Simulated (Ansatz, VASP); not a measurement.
# One calculation of TaN, two programs

The input INCAR:

```
PREC = Accurate ; ENCUT = 520
EDIFF = 1E-6 ; ISMEAR = 0
SIGMA = 0.1 ; LREAL = F
LASPH = T ; NELM = 100
ALGO = Normal ; ISIF = 2
LWAVE = F ; LCHARG = F
GGA = PE ; NBANDS = 15
```

The input KPOINTS:

```
Automatic mesh
0
Gamma
  18 18 14
```

POSCAR

```
TaN
1.0
    2.9501846799      0.0000000000      0.0000000000
   -1.4750923399      2.5549348786      0.0000000000
    0.0000000000      0.0000000000      2.8977716016
Ta N
1 1
Direct
    0.3333333333      0.6666666667      0.5000000000
    0.0000000000      0.0000000000      0.0000000000
```

Input for Ansatz:

```yaml
crystal:
  lattice:
    - [2.9501846799, 0.0, 0.0]
    - [-1.4750923399, 2.5549348786, 0.0]
    - [0.0, 0.0, 2.8977716016]
  atoms:
    - { symbol: Ta, position: [0.3333333333, 0.6666666667, 0.5] }
    - { symbol: "N", position: [0.0, 0.0, 0.0] }
basis:
  ecutwfc: 420
kpoints:
  mp_grid: { grid: [18, 18, 14] }
  band_path:
    path:
      - [[0.0, 0.0, 0.0], [0.5, 0.0, 0.0], [0.33333333, 0.33333333, 0.0], [0.0, 0.0, 0.0], [0.0, 0.0, 0.5], [0.5, 0.0, 0.5], [0.33333333, 0.33333333, 0.5], [0.0, 0.0, 0.5]]
      - [[0.5, 0.0, 0.5], [0.5, 0.0, 0.0]]
      - [[0.33333333, 0.33333333, 0.5], [0.33333333, 0.33333333, 0.0]]
    npoints: 14
hamiltonian:
  xc: pbe
scf:
  occupations: { method: gaussian, width: 0.1 }
  n_extra_bands: 6
output:
  forces: true
  stress: true
  eigenvalues: true
  populations: true
  dos: { projected: true, de: 0.02, nscf_kmesh: { grid: [27, 27, 21] } }
  bader: true
  write_density: true
  write_potential: true
  elf: true
  volumetric_format: npy
```

Alike in both runs: task single point; functional PBE; k mesh 18 × 18 × 14; occupations gaussian, width 0.1 eV; no spin polarisation.

```csv
,VASP,Ansatz
version,VASP 6.6.1,Ansatz 0.2.0
potentials or method,"VASP PAW PBE potentials, release 64 (Ta_pv, N)","scalar-relativistic, plane waves, PAW"
plane-wave cutoff (eV),520,420
valence electrons in the cell,16,18
```

VASP gave:

```
gap on the k mesh at the Fermi level (eV)       : none
pressure (GPa)                                  : 0.7
largest component of the traceless stress (GPa) : 0.11
```

Task: What did Ansatz give for the same quantities?

Result: gap on the k mesh at the Fermi level (eV): none; pressure (GPa): 0.0; largest component of the traceless stress (GPa): 0.00.

A gap of «none» marks a metal or a gap that the smearing closes. The two sets of potentials don't hold the same shells in valence.

The runs have no spin-orbit coupling, so splittings on Ta are missing.
